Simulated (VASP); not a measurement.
Write the native input for VASP 6.6.1 that does the following.

```
Task                   : single point
Functional             : optB86b-vdW
Potentials or basis    : VASP PAW PBE potentials, release 64 (Cu, N)
Cutoff                 : 400 eV
k mesh                 : 6 × 6 × 1
Occupations            : methfessel-paxton, width 0.1 eV
Spin                   : no spin polarisation
Further INCAR settings : LREAL = Auto; ALGO = Fast; EDIFF = 1e-06; NBANDS = 104; ISYM = 0
```

The structure of Cu16N lies in POSCAR:

```
Cu16N
1.0
    5.1053109602      0.0000000000      0.0000000000
    0.0000000000      5.1053109602      0.0000000000
    0.0000000000      0.0000000000     21.9150000000
Cu N
16 1
Direct
    0.2500000000      0.2500000000      0.1141000000
    0.7500000000      0.2500000000      0.1141000000
    0.2500000000      0.7500000000      0.1141000000
    0.7500000000      0.7500000000      0.1141000000
    0.0000000000      0.0000000000      0.1964000000
    0.5000000000      0.0000000000      0.1964000000
    0.0000000000      0.5000000000      0.1964000000
    0.5000000000      0.5000000000      0.1964000000
    0.2500000000      0.2500000000      0.2767000000
    0.7500000000      0.2500000000      0.2770000000
    0.2500000000      0.7500000000      0.2770000000
    0.7500000000      0.7500000000      0.2797000000
    0.9949000000      0.9949000000      0.3601000000
    0.5051000000      0.9949000000      0.3601000000
    0.9949000000      0.5051000000      0.3601000000
    0.5051000000      0.5051000000      0.3601000000
    0.2500000000      0.2500000000      0.3825000000
```

The cell was built by a generator and needn't be a form met in nature.

These files were run (other wordings do the same):

INCAR

```
SYSTEM = Cu16N
AGGAC = 0.0
ALGO = Fast
EDIFF = 1E-6
ENCUT = 400
GGA = MK
ISIF = 2
ISMEAR = 1
ISYM = 0
KPAR = 4
LASPH = .TRUE.
LCHARG = .FALSE.
LREAL = Auto
LUSE_VDW = .TRUE.
LWAVE = .FALSE.
NBANDS = 104
NELM = 60
PARAM1 = 0.1234
PARAM2 = 1.0
PREC = Accurate
SIGMA = 0.1
```

KPOINTS

```
k-points
0
G
  6 6 1
  0 0 0
```

Potentials or basis: VASP PAW PBE potentials, release 64 (Cu, N).

The run is started by

```sh
$ cat potpaw_PBE.64/Cu/POTCAR potpaw_PBE.64/N/POTCAR > POTCAR
$ mpirun -np 4 vasp_std > vasp.out
```

Results of the run:

| Item | Value |
| --- | --- |
| Largest force | 0.299 eV/Å |
| Band gap on the k mesh | none (metal or under the smearing width) |

Caveat: the PAW data sets were made with another functional, which shifts forces and pressure a little; the run has no spin polarisation, though such a crystal can be magnetic.

Wall time 13 min on 4 MPI ranks on Intel(R) Xeon(R) Platinum 8488C (Sapphire Rapids), on a shared host, peak memory 1.6 GiB a rank.
